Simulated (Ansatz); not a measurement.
Start from GeTe (space group R3m, No. 160; layered).

```xyz
2
Lattice="2.0935 1.2087 3.6868 -2.0935 1.2087 3.6868 0.0000 -2.4174 3.6868" Properties=species:S:1:pos:R:3 pbc="T T T"
Ge     0.0000     0.0000     2.5643
Te     0.0000     0.0000     8.4961
```

Cartesian axes are those of the cell as printed.

All numbers come from r2SCAN, PAW, 500 eV (Ansatz, a quantum-chemistry and plane-wave program; no spin-orbit coupling).

Before the change:

```
Property                           Result
-----------------------------  ----------
Shortest interatomic distance  5.319 bohr
```

Perturbation: a pure shear with ε_xy = ε_yx = -0.0113, atoms relaxed at fixed cell.

Predict the new stress, energy relative to the base and shortest interatomic distance.

The stress (xx, yy, zz, yz, xz, xy; compression positive) comes out as (0.03, 0.02, 0.01, -0.01, -0.39, 0.82) GPa; the energy goes up by 1.6 meV/atom; the shortest interatomic distance drops by 0.026 bohr (5.319 bohr → 5.293 bohr).

The cells carry an imposed strain or load. Whether these cells are dynamically stable was not tested. No dispersion term is included, though the crystal is made of layers, chains or molecules, so its spacings can come out too wide.
